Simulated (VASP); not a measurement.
Here is a VASP 6.6.1 calculation.

The input INCAR:

```
SYSTEM = TaS2
PREC = Accurate ; ENCUT = 600
EDIFF = 1E-6 ; ISMEAR = 1
SIGMA = 0.1 ; LREAL = .False.
LASPH = .True. ; NELM = 80
ALGO = Normal ; ISIF = 3
LWAVE = .False. ; LCHARG = .False.
GGA = PS ; IBRION = 2
NSW = 90 ; EDIFFG = -0.01
```

The input KPOINTS:

```
Automatic mesh
0
Gamma
  15 15 6
  0 0 0
```

The input POSCAR:

```
TaS2
1.0
    3.3500000000      0.0000000000      0.0000000000
   -1.6750000000      2.9011851027      0.0000000000
    0.0000000000      0.0000000000      5.8600000000
Ta S
1 2
Direct
    0.0000000000      0.0000000000      0.0000000000
    0.3333333333      0.6666666667      0.2500000000
    0.6666666667      0.3333333333      0.7500000000
```

Potentials or basis: VASP PAW PBE potentials, release 64 (Ta_pv, S).

Run with:

```bash
$ cat potpaw_PBE.64/Ta_pv/POTCAR potpaw_PBE.64/S/POTCAR > POTCAR
$ mpirun -np 1 vasp_std > vasp.out
```

Estimate the space group after relaxing (to 0.05 Å).

P-3m1 (No. 164).

Predict the relaxed volume.

18.89 Å³/atom.

What does it give for the relaxed cell?

a = 3.317 Å, b = 3.317 Å, c = 5.946 Å, α = 90.00°, β = 90.00°, γ = 120.00°.

Final structure:
```
Ta S
1.0
     3.31722    0.00000    0.00000
    -1.65861    2.87279    0.00000
     0.00000    0.00000    5.94589
Ta S
1 2
Direct
  0.00000 0.00000 0.00000
  0.33333 0.66667 0.25941
  0.66667 0.33333 0.74059
```

Caveat: the PAW data sets were made with another functional, which shifts forces and pressure a little; this functional lacks dispersion, which binds the layers, so the pressure and a relaxed spacing across them are unreliable. The run has no spin-orbit coupling, so splittings on Ta are missing.
